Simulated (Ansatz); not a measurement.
# Deforming TiC

```
CELL_PARAMETERS angstrom
0.00000 2.16400 2.16400
2.16400 0.00000 2.16400
2.16400 2.16400 0.00000
ATOMIC_POSITIONS crystal
Ti 0.00000 0.00000 0.00000
C 0.50000 0.50000 0.50000
```

Atoms are numbered in the order listed.

The cell is COD entry 9012564, as deposited and not checked against the literature; nothing was relaxed.

Method: DFT, PBE, all-electron PAW with datasets made for the crystal, scalar-relativistic in Ansatz 0.2.0.

Settings: a Γ-centred 16×16×16 k mesh, Fermi–Dirac smearing of 0.03 eV, cutoff 340 eV (chosen by the program for this cell), no spin polarisation.

The unchanged cell is at 0.84 GPa, so energy changes include a term −P ΔV where the volume moves.

In a metal, stresses and small energies carry noise from the k mesh.

x, y and z are the Cartesian axes of the cell as listed; fractional coordinates follow a strain, and an engineering shear is twice the off-diagonal strain component.

With z strained by -2 % at fixed volume: energy change +8 meV/atom; stress change (xx, yy, zz, yz, xz, xy) -3.71, -3.71, 8.75, 0.00, 0.00, 0.00 GPa, compression positive.

(1) With this change (x and y strained by -1 %, z held), what becomes of the energy and stress?

(2) With this change (atom 2 (C) moved by (0.0500, 0.0000, 0.0000) Å), what becomes of the energy and stress and forces?

(3) With this change (equal xy, yz and zx engineering shear strains of -3 %), what becomes of the energy and stress?

(4) With this change (equal xy, yz and zx engineering shear strains of -1 %), what becomes of the energy and stress?

With equal xy, yz and zx engineering shear strains of +2 %: energy change +6 meV/atom; stress change (xx, yy, zz, yz, xz, xy) 0.09, 0.09, 0.09, -3.39, -3.39, -3.39 GPa, compression positive.

With equal xy, yz and zx engineering shear strains of -2 %: energy change +6 meV/atom; stress change (xx, yy, zz, yz, xz, xy) 0.09, 0.09, 0.09, 3.14, 3.14, 3.14 GPa, compression positive.

(5) With this change (equal xy, yz and zx engineering shear strains of +1 %), what becomes of the energy and stress?

With equal xy, yz and zx engineering shear strains of +3 %: energy change +14 meV/atom; stress change (xx, yy, zz, yz, xz, xy) 0.20, 0.20, 0.20, -5.25, -5.25, -5.25 GPa, compression positive.

(6) What force constant does this one finite step give for C2 along its displacement (all its periodic images move with it)?

Answers

(1) Energy change +5 meV/atom; stress change (xx, yy, zz, yz, xz, xy) 6.72, 6.72, 2.65, 0.00, 0.00, 0.00 GPa, compression positive.

(2) Energy change +6 meV/atom; stress change (xx, yy, zz, yz, xz, xy) 0.65, 0.13, 0.13, 0.00, 0.00, 0.00 GPa, compression positive; change of the force on C2 (-0.460, 0.000, 0.000) eV/Å.

(3) Energy change +14 meV/atom; stress change (xx, yy, zz, yz, xz, xy) 0.20, 0.20, 0.20, 4.79, 4.79, 4.79 GPa, compression positive.

(4) Energy change +1 meV/atom; stress change (xx, yy, zz, yz, xz, xy) 0.02, 0.02, 0.02, 1.54, 1.54, 1.54 GPa, compression positive.

(5) Energy change +2 meV/atom; stress change (xx, yy, zz, yz, xz, xy) 0.02, 0.02, 0.02, -1.63, -1.63, -1.63 GPa, compression positive.

(6) k = −ΔF·u/|u|² = 9.19 eV/Å², so the force pulls the atom back.
